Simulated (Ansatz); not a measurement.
## Fitting the r2SCAN+D4 energy curve of Fe

```
CELL_PARAMETERS angstrom
-1.44300 1.44300 1.44300
1.44300 -1.44300 1.44300
1.44300 1.44300 -1.44300
ATOMIC_POSITIONS crystal
Fe 0.00000 0.00000 0.00000
```

The cell was scaled at fixed shape and fractions and run with Ansatz, Ansatz PAW, cutoff 500 eV; r2SCAN+D4, k mesh 13 × 13 × 13 on the cell of 1 atom, fermi-dirac occupations of 0.05 eV, collinear spin, ferromagnetic start, no spin-orbit coupling. The potentials were made for PBE. Energies are those that the program minimises, any entropy of the smearing included. For a metal such a mesh isn't converged to the digits shown. The magnetic state is the one that the start led to, which needn't be the lowest.

```tsv
V (Å³/atom)	energy over the lowest row (meV/atom)
11.2976	8.79
11.5380	?
11.7784	0.00
12.0187	5.23
12.2591	15.79
12.4995	31.00
12.7399	50.45
```

**Question.** Fit the third-order Birch-Murnaghan form, give V0, B0 and B′, and predict the energy left open.

**Answer.** With y = (V0/V)^(2/3), E = E0 + (9 V0 B0/16) [(y - 1)³ B′ + (y - 1)² (6 - 4y)]. Least squares through the rows shown give V0 = 11.6908 Å³/atom, E0 = -0.40 meV, B0 = 207.1 GPa (1 eV/Å³ = 160.218 GPa) and B′ = 5.28, with a largest miss of 0.03 meV. At V = 11.5380 the form with these constants gives 0.93 meV; the run gave 0.96 meV an atom. Measured volume: 11.77 Å³/atom (pmc:2430951, doi:10.1186/1467-4866-9-5), so the fit lies -0.7 % from it. Measured modulus: 167.6 GPa at 300 K (pmc:5793612, doi:10.3390/ma11010114), so the fit lies +23.6 % from it. The runs are for a static lattice.

The fit reproduces the equilibrium volume of ferromagnetic iron closely but makes the metal far too stiff, with 207.1 GPa against a measured 167.6 GPa. Ordinary thermal softening up to room temperature is too small to close that gap. The volume marks where d-band bonding balances the repulsion of overlapping shells and the pressure of the magnetic moment, so errors in these terms can cancel there and still survive in the curvature. In iron the moment normally grows on expansion, which softens the lattice. An exchange splitting that is too large would bring the moment nearer saturation and weaken this softening; that is a possible cause of the excess stiffness, as is the volume dependence of the dispersion term, and the energies alone can't separate the two.

The positive B′ reflects repulsion that steepens under compression. The omitted point is recovered to within the fit's largest miss, which supports smooth interpolation near the minimum but tests neither B′ nor the functional's accuracy with any rigour.
